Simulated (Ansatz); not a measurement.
Runs of Ansatz 0.2.0 on SnO2. It takes space group Pmmm (No. 47, orthorhombic). Conventional cell: a = 3.023 Å, b = 4.965 Å, c = 5.977 Å, α = 90.00°, β = 90.00°, γ = 90.00°. Sn (site symmetry mmm) is surrounded by 4 O at 2.02 Å. O (site symmetry mm2) is surrounded by 2 Sn at 2.02 Å. The cell was built by a generator and needn't be a form met in nature.

```csv
task,spin,cell,k mesh,points for each segment of the path,target pressure (GPa),gap on the mesh (eV),pressure (GPa)
band structure,"SOC, no magnetisation",as given,7 × 5 × 4,14,-,(a),0.4
relaxation of cell and atoms,off,relaxed to 5 GPa,9 × 6 × 5,-,5,(b),5.0
relaxation of cell and atoms,off,relaxed to 10 GPa,9 × 6 × 5,-,10,none,10.0
relaxation of cell and atoms,off,relaxed to 2 GPa,9 × 6 × 5,-,2,0.64,2.0
```

Alike in all rows: level PBE; potentials or basis Ansatz PAW; cutoff (eV) 420; smearing fermi-dirac 0.05 eV.

**Question.** Estimate the missing entries.

**Answer.** (a) 1.33; (b) 0.17.

Caveats: the plane-wave basis is chosen anew once the cell has moved, so the energies of steps on either side of that aren't comparable (some runs); odd divisions of the mesh miss points on the zone boundary, where band edges often lie, so the gap on the mesh can be too wide (some runs); spin-orbit coupling is left out, which moves the levels of the heavy elements (some runs).

A k mesh can miss the band edges, and rows without SOC leave out spin-orbit coupling on Sn.

A gap of «none» marks a metal or a gap under the smearing width.
